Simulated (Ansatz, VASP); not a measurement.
**Two plane-wave programs on Sn**

```xyz
2
Lattice="3.3316 0.0000 0.0000 -1.6658 2.8852 0.0000 0.0000 0.0000 5.7198" Properties=species:S:1:pos:R:3 pbc="T T T"
Sn    0.0000    1.9235    4.2898
Sn    1.6658    0.9617    1.4299
```

Alike in both runs: functional r2SCAN; k mesh 14 × 14 × 8; occupations gaussian, width 0.05 eV; no spin polarisation.

Ansatz relaxed the structure, and its values are those at the end. VASP's run is a single point on that final structure, the one shown.

|  | VASP | Ansatz |
| --- | --- | --- |
| version | VASP 6.6.1 | Ansatz 0.2.0 |
| potentials or method | VASP PAW PBE potentials, release 64 (Sn_d) | scalar-relativistic, plane waves, PAW |
| plane-wave cutoff (eV) | 520 | 500 |
| valence electrons in the cell | 28 | 28 |

Ansatz gave:

- pressure (GPa): -0.9

Q: Which values does VASP return?

A: Pressure (GPa): -1.0.

Caveats: the PAW data sets were made with another functional, which shifts forces and pressure a little (VASP).
